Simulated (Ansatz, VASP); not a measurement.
RbBr in VASP and in Ansatz

```
Rb Br
1.0
     0.00000    3.91322    3.78208
     3.91322    0.00000    3.78208
     3.91322    3.91322    0.00000
Rb Br
1 1
Direct
  0.00000 0.00000 0.00000
  0.25000 0.25000 0.25000
```

Change from the starting cell: epitaxial_xy strain +1.1%.

Alike in both runs: task single point; functional PBE; k mesh 6 × 6 × 6; occupations fermi-dirac, width 0.02 eV; no spin polarisation.

|  | VASP | Ansatz |
| --- | --- | --- |
| version | VASP 6.6.1 | Ansatz 0.2.0 |
| potentials or method | VASP PAW PBE potentials, release 64 (Rb_sv, Br) | plane waves, PAW |
| plane-wave cutoff (eV) | 520 | 420 |
| valence electrons in the cell | 16 | 16 |

```csv
,VASP,Ansatz,Ansatz less VASP
gap on the k mesh at the Fermi level (eV),4.06,4.06,0.000
pressure (GPa),0.2,0.2,-0.01
```

A k mesh can miss the band edges.
